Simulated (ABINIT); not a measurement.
The system is TiB2.

```
CELL_PARAMETERS angstrom
3.02920 0.00000 0.00000
-1.51460 2.62336 0.00000
0.00000 0.00000 3.22840
ATOMIC_POSITIONS crystal
Ti 0.00000 0.00000 0.00000
B 0.66667 0.33333 0.50000
B 0.33333 0.66667 0.50000
```

Base run:

- Program: ABINIT 10.8.3 (patched build)
- Functional: LDA
- Potentials or basis: PseudoDojo NC SR LDA v0.4.1 standard
- Cutoff: 1143 eV
- k mesh: 10 × 10 × 8
- Occupations: fermi-dirac, width 0.05 eV
- Spin: no spin polarisation

Its results: band gap on the k mesh none (metal or under the smearing width); pressure -11.1 GPa.

Task: The run is repeated on the same cell with these changes: potentials or basis from PseudoDojo NC SR LDA v0.4.1 standard to JTH PAW LDA v2.0; cutoff from 1143 eV to 408 eV. What comes out?

Result: Band gap on the k mesh none (metal or under the smearing width); pressure -10.7 GPa.

Caveats: the atomic spheres overlap (some runs).
